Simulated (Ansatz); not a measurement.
SnO$_{2}$: the gap under pressure

SnO$_{2}$, P4_2/mnm, a = 4.827 Å, c = 3.238 Å. Ansatz: PBE, PAW, 420 eV, Γ-centred 6×6×8 mesh on 6 atoms, Gaussian smearing 0.02 eV; no spin polarisation. Cell and atoms are relaxed at each pressure, and no other structure is tried, so the rows at high pressure may lie past a change of phase. The gap is sought over the whole zone. The pressures are the targets, met within 0.05 GPa.

```
P (GPa) gap y (eV)
   -1.0       0.624
    0.0       0.681
    1.0       0.736
    4.0       0.896
   12.0       1.301
   25.0           ?
   50.0       2.812
   90.0       3.988
```

Question: Fit y = E0 + αP + βP² to the other rows and predict the missing gap.

Answer: Least squares on the rows shown. y = 0.68889 + 0.050464 P − 0.00015394 P². So α = 50.5 meV/GPa at zero pressure. With a term in P³ added, the coefficient of P becomes 0.05529, 10 % more, which shows how far this figure hangs on the form. At P = 25.0 the fit asked for gives 1.854 eV. The run gave 1.879 eV, so the fit is 0.025 eV too low, within twice the rms miss on the fitted rows (0.014 eV).

The mesh isn't the same in all rows (6×6×8, 6×6×10). Semilocal functionals give gaps under the measured ones; changes of the gap mostly carry over better.